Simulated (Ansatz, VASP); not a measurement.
## One calculation of BN, two programs

```
CELL_PARAMETERS angstrom
2.54117 0.00000 0.00000
-1.27058 2.20072 0.00000
0.00000 0.00000 4.22685
ATOMIC_POSITIONS crystal
B 0.66667 0.33333 0.99972
B 0.33333 0.66667 0.49972
N 0.66667 0.33333 0.62528
N 0.33333 0.66667 0.12528
```

Change from the starting cell: strain -0.0050 x Voigt [1, 1, 0, 0, 0, 0], atoms carried along.

Alike in both runs: task single point; functional r2SCAN; k mesh 12 × 12 × 6; occupations gaussian, width 0.05 eV; no spin polarisation.

```csv
,VASP,Ansatz
version,VASP 6.6.1,Ansatz 0.2.0
potentials or method,"VASP PAW PBE potentials, release 64 (B, N)","scalar-relativistic, plane waves, PAW"
plane-wave cutoff (eV),520,500
valence electrons in the cell,16,16
```

```tsv
	VASP	Ansatz	Ansatz less VASP
gap on the k mesh at the Fermi level (eV)	5.69	5.72	+0.033
least direct gap on the mesh (eV)	8.97	9.00	+0.026
pressure (GPa)	0.2	-0.9	-1.11
largest component of the traceless stress (GPa)	3.76	3.74	-0.025
rms of the force components (eV/Å)	0.009	0.012	+0.0027
```

Atom by atom the forces differ by 0.003 eV/Å (rms over components).

Caveats: the PAW data sets were made with another functional, which shifts forces and pressure a little (VASP). A k mesh can miss the band edges.
